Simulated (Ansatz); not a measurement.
**MoS2: band structure with PBE0**

Crystal: MoS2.

```xyz
3
Lattice="1.5800 0.9122 6.1500 -1.5800 0.9122 6.1500 0.0000 -1.8244 6.1500" Properties=species:S:1:pos:R:3 pbc="T T T"
Mo    0.0000    0.0000    0.0000
S     0.0000    0.0000    7.6936
S     0.0000    0.0000    4.6125
```

Measurements of this composition are mostly on another form, of space group No. 194.

* Program: Ansatz 0.2.0
* Task: band structure
* Functional: PBE0
* Potentials or basis: Ansatz PAW
* Cutoff: 420 eV (not typed: the program's choice for these potentials)
* k mesh: 6 × 6 × 6
* Occupations: fermi-dirac, width 0.05 eV
* Spin: no spin polarisation
* Path: [["G", "L", "B1"], ["B", "Z", "G", "X"], ["Q", "F", "P1", "Z"], ["L", "P"]]
* Points for each segment of the path: 4

The pressure is 0.5 GPa. The largest force is 0.095 eV/Å. The band gap on the k mesh is 2.03 eV, indirect (least direct gap 2.84 eV) and the band gap along the path is 2.05 eV, indirect (least direct gap 2.85 eV).

Forces on the atoms (eV/Å):
```
Mo   0.000  0.000  0.095
S    0.000  0.000 -0.064
S    0.000  0.000 -0.031
```

Stress tensor (GPa, compression positive):
```
-0.37  0.00  0.00
 0.00 -0.37  0.00
 0.00  0.00  2.28
```

Levels at the corners of the path, in eV from the valence-band top:
```
point  band 9  band 10  band 11  band 12  band 13  band 14  band 15  band 16  band 17  band 18
    Γ   -4.00    -2.61    -2.61    -1.54    -1.33     3.42     3.42     3.88     3.88     7.00
    L   -5.79    -4.61    -2.76    -1.95    -1.72     2.90     3.39     5.03     5.10     6.83
   B1   -5.52    -5.07    -4.32    -3.29    -0.82     2.08     3.76     4.53     5.96     7.92
    B   -5.52    -5.07    -4.32    -3.29    -0.82     2.08     3.76     4.53     5.96     7.92
    Z   -4.02    -4.02    -2.57    -2.57     0.00     3.53     3.53     3.71     3.71     7.07
    Γ   -4.00    -2.61    -2.61    -1.54    -1.33     3.42     3.42     3.88     3.88     7.00
    X   -5.58    -5.07    -4.23    -3.35    -0.80     2.05     3.76     4.51     5.97     7.83
    Q   -5.58    -5.07    -4.23    -3.35    -0.80     2.05     3.76     4.51     5.97     7.83
    F   -5.47    -4.52    -3.39    -2.14    -1.54     2.84     3.53     4.53     5.58     7.60
   P1   -5.55    -4.54    -3.25    -2.10    -1.57     2.85     3.55     4.60     5.45     7.20
    Z   -4.02    -4.02    -2.57    -2.57     0.00     3.53     3.53     3.71     3.71     7.07
    L   -5.79    -4.61    -2.76    -1.95    -1.72     2.90     3.39     5.03     5.10     6.83
    P   -5.55    -4.54    -3.25    -2.10    -1.57     2.85     3.55     4.60     5.45     7.20
```

Wall time 13 min on 2 threads of AMD EPYC (Zen 3), with other jobs on the host, peak memory 1.9 GiB.

Caveat: the PAW data sets come from PBE, with cores solved anew for the run's functional, which leaves a small shift of forces and pressure; the thresholds are loose for stress.
